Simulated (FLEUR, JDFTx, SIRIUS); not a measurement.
# BP: 3 runs at one level of theory

```
P B
1.0
     0.00000    2.26900    2.26900
     2.26900    0.00000    2.26900
     2.26900    2.26900    0.00000
P B
1 1
Direct
  0.75000 0.75000 0.75000
  0.00000 0.00000 0.00000
```

Alike in all runs: task equation of state; functional RPBE; k mesh 10 × 10 × 10; occupations fermi-dirac, width 0.05 eV; no spin polarisation; no spin-orbit coupling.

```tsv
program and potentials	plane-wave cutoff (eV)	notes	equilibrium volume (Å³/atom)	bulk modulus (GPa)
SIRIUS, all-electron FP-LAPW, apw+lo standard	-	-	11.97	154.7
FLEUR, all-electron, FLAPW	-	-	11.96	155.5
JDFTx, PseudoDojo-SR-PBE-0.5-standard	1034	potentials made for PBE	11.82	157.6
```

The equilibrium volume spans 11.82 (JDFTx, PseudoDojo-SR-PBE-0.5-standard) to 11.97 Å³/atom (SIRIUS, all-electron FP-LAPW, apw+lo standard), with all-electron results at 11.96 to 11.97. The bulk modulus spans 154.7 (SIRIUS, all-electron FP-LAPW, apw+lo standard) to 157.6 GPa (JDFTx, PseudoDojo-SR-PBE-0.5-standard), with all-electron results at 154.7 to 155.5.

Differences between rows come from potentials, basis sets and numerical settings, since the functional is the same but for its coding. Runs on potential files found faulty are left out.

The two all-electron codes agree closely on the volume, at 11.96 and 11.97 Å³/atom, whereas the pseudopotential calculation gives a slightly smaller and stiffer crystal. Across all three rows, a smaller volume goes with a larger bulk modulus, as expected when shorter bonds sample a steeper part of the repulsive wall. The offset in JDFTx probably reflects core-valence exchange carried over from the parent functional, which favours a more compact lattice than RPBE, though other details of the pseudisation could contribute.

The high stiffness common to all runs comes from the zinc-blende network of short, directional sp³ bonds. Boron and phosphorus differ little in electronegativity, so the bonding is largely covalent, and boron's small core allows close approach. RPBE rewards density inhomogeneity more strongly than PBE and therefore tends to lengthen and soften such bonds. The all-electron agreement thus supports the numerical reliability of the RPBE equation of state, but not its accuracy for real BP, whose bulk modulus is probably underestimated here.
